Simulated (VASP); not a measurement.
Write the native input for VASP 6.6.1 that does the following.

- Task: single point
- Functional: PBE
- Potentials or basis: VASP PAW PBE potentials, release 64 (Rh_pv)
- Cutoff: 520 eV
- k mesh: 16 × 16 × 15
- Occupations: fermi-dirac, width 0.1 eV
- Spin: no spin polarisation
- Dipole correction: no
- Further INCAR settings: ALGO = Fast; EDIFF = 1e-07; NBANDS = 14

The structure of Rh lies in POSCAR:

```
Rh
1.0
   -1.5815130000      1.5815130000      1.3021390000
    1.5815130000     -1.5815130000      1.3021390000
    1.5815130000      1.5815130000     -1.3021390000
Rh
1
Direct
    0.0000000000      0.0000000000      0.0000000000
```

The cell was built by a generator and needn't be a form met in nature.

One way to write it, as run:

INCAR

```
PREC = Accurate
ENCUT = 520
EDIFF = 1E-7
ISMEAR = -1
SIGMA = 0.1
LREAL = False
LASPH = True
NELM = 80
ALGO = Fast
ISIF = 2
LWAVE = False
LCHARG = False
GGA = PE
NBANDS = 14
```

KPOINTS

```
regular mesh
0
Gamma
  16 16 15
```

Potentials or basis: VASP PAW PBE potentials, release 64 (Rh_pv).

Launch:

```console
$ cat potpaw_PBE.64/Rh_pv/POTCAR > POTCAR
$ mpirun -np 1 vasp_std > vasp.out
```

It gave:

```yaml
Pressure: 31.6 GPa
Band_gap_on_the_k_mesh: none (metal or under the smearing width)
```

Caveat: a pressure of tens of GPa on the cell as given is suspect, and the run, the potentials or the cell itself is likely at fault.

Wall time 4 min on 1 thread of Intel(R) Xeon(R) Platinum 8375C CPU @ 2.90GHz (Ice Lake) (shared host), peak memory 0.27 GiB.
